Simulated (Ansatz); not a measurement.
# Li2Se: the cost of one run

Method: DFT r2SCAN, scalar-relativistic, plane waves, PAW, in Ansatz 0.2.0.

1 further run of the same task is left out (it didn't finish).

### 1 The structure to begin with

Symmetry: Fm-3m, No. 225, cubic system. The conventional cell has a = 6.005 Å, b = 6.005 Å, c = 6.005 Å, α = 90.00°, β = 90.00°, γ = 90.00°. Li (site symmetry -43m) has 4 Se at 2.60 Å as nearest neighbours. Se (site symmetry m-3m) is surrounded by 8 Li at 2.60 Å.

As a file:

```
CELL_PARAMETERS angstrom
0.00000 3.00250 3.00250
3.00250 0.00000 3.00250
3.00250 3.00250 0.00000
ATOMIC_POSITIONS crystal
Li 0.25000 0.25000 0.25000
Li 0.75000 0.75000 0.75000
Se 0.00000 0.00000 0.00000
```

Source of the structure: the Crystallography Open Database.

### 2 Quick check of gap, pressure and forces

Contents of input.yaml:

```yaml
crystal:
  lattice:
    - [0.0, 3.0025, 3.0025]
    - [3.0025, 0.0, 3.0025]
    - [3.0025, 3.0025, 0.0]
  atoms:
    - { symbol: Li, position: [0.25, 0.25, 0.25] }
    - { symbol: Li, position: [0.75, 0.75, 0.75] }
    - { symbol: Se, position: [0.0, 0.0, 0.0] }
basis:
  ecutwfc: 500
kpoints:
  mp_grid: { grid: [6, 6, 6] }
hamiltonian:
  xc: r2scan
scf:
  occupations: { method: gaussian, width: 0.1 }
output:
  forces: true
  stress: true
  eigenvalues: true
```

The run is started by

```sh
> ansatz run input.yaml --threads 1 --pin off --max-ram 1228MiB --backend cpu --events-out ev --progress --plain --runs-dir out
```

Q: Estimate wall time and peak memory on 1 thread of Arm Neoverse N1, shared host.

About 4.8 s, with a peak of 0.43 GiB.
